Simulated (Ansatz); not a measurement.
**Na under changes of volume**

One of the cells (37.168 Å³/atom); the others are scaled copies at fixed shape and fractional positions:

```
Na
1.0
     3.70038    0.00000    0.00000
    -1.85019    3.20463    0.00000
     0.00000    0.00000   12.53732
Na
4
Direct
  0.66667 0.33333 0.75000
  0.00000 0.00000 0.50000
  0.33333 0.66667 0.25000
  0.00000 0.00000 0.00000
```

This isn't the form of Na at room conditions, which is bcc.

```yaml
Program: Ansatz 0.2.0
Functional: LDA
Potentials_or_basis: Ansatz PAW
Cutoff: "420 eV (not typed: the program's choice for these potentials)"
k_mesh: 8 × 8 × 3
Occupations: fermi-dirac, width 0.05 eV
Spin: no spin polarisation
```

| volume (Å³/atom) | energy over the lowest point (meV/atom) | pressure (GPa) |
| --- | --- | --- |
| 34.938 | 0.00 | -0.4 |
| 35.681 | 2.08 | -0.5 |
| 36.425 | 4.85 | -0.7 |
| 37.168 | 8.23 | -0.8 |
| 37.911 | 12.16 | -0.9 |
| 38.655 | ? | ? |
| 39.398 | 21.48 | -1.1 |

**Question.** What does the run at 38.655 Å³/atom give?

**Answer.** Energy over the lowest point 16.59 meV/atom; pressure -1.0 GPa.

Worked out: A Birch-Murnaghan fit of order 3 (a polynomial in V^(-2/3)) to the other rows has no minimum within the range. It gives 16.60 meV/atom at 38.655 Å³/atom, against the run's 16.59, and -dE/dV = -1.0 GPa, against -1.0.

Energies are extrapolated to zero smearing.

Caveats: the PAW data sets come from PBE, with cores solved anew for the run's functional, which leaves a small shift of forces and pressure.
